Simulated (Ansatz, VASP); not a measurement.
## ScAl3: VASP beside Ansatz

File INCAR:

```
PREC = Accurate
ENCUT = 520
EDIFF = 1E-6
ISMEAR = -1
SIGMA = 0.05
LREAL = False
LASPH = True
NELM = 100
ALGO = Normal
ISIF = 2
LWAVE = False
LCHARG = False
GGA = PS
NBANDS = 18
```

KPOINTS

```
Automatic mesh
0
Gamma
  7 7 7
```

Contents of POSCAR:

```
ScAl3
1.0
    4.1679799944      0.0000000000      0.0000000000
    0.0000000000      4.1679799944      0.0000000000
    0.0000000000      0.0000000000      4.1679799944
Sc Al
1 3
Direct
    0.0000000000      0.0000000000      0.0000000000
    0.5000000000      0.5000000000      0.0000000000
    0.0000000000      0.5000000000      0.5000000000
    0.5000000000      0.0000000000      0.5000000000
```

The input input.yaml:

```yaml
crystal:
  lattice:
    - [4.1679799944, 0.0, 0.0]
    - [0.0, 4.1679799944, 0.0]
    - [0.0, 0.0, 4.1679799944]
  atoms:
    - { symbol: Sc, position: [0.0, 0.0, 0.0] }
    - { symbol: Al, position: [0.5, 0.5, 0.0] }
    - { symbol: Al, position: [0.0, 0.5, 0.5] }
    - { symbol: Al, position: [0.5, 0.0, 0.5] }
kpoints:
  mp_grid: { grid: [7, 7, 7] }
scf:
  occupations: { method: fermi_dirac, width: 0.05 }
hamiltonian:
  xc: pbesol
  pseudopotentials: { kind: all_electron, lapw: { basis_error: 0.001 } }
output:
  forces: true
  stress: true
  eigenvalues: true
```

Change from the starting cell: volume scaled by 1.06.

Alike in both runs: task single point; functional PBEsol; k mesh 7 × 7 × 7; occupations fermi-dirac, width 0.05 eV; no spin polarisation.

|  | VASP | Ansatz |
| --- | --- | --- |
| version | VASP 6.6.1 | Ansatz 0.2.0 |
| potentials or method | VASP PAW PBE potentials, release 64 (Sc_sv, Al) | all-electron LAPW, scalar-relativistic |
| plane-wave cutoff (eV) | 520 | see its input |

|  | VASP | Ansatz | Ansatz less VASP |
| --- | --- | --- | --- |
| gap on the k mesh at the Fermi level (eV) | none | none | - |
| pressure (GPa) | -5.6 | -5.7 | -0.08 |

A gap of «none» marks a metal or a gap that the smearing closes. Ansatz ran all-electron here, so the differences hold the error of VASP's frozen core and of both bases.

Caveats: the PAW data sets were made with another functional, which shifts forces and pressure a little (VASP).
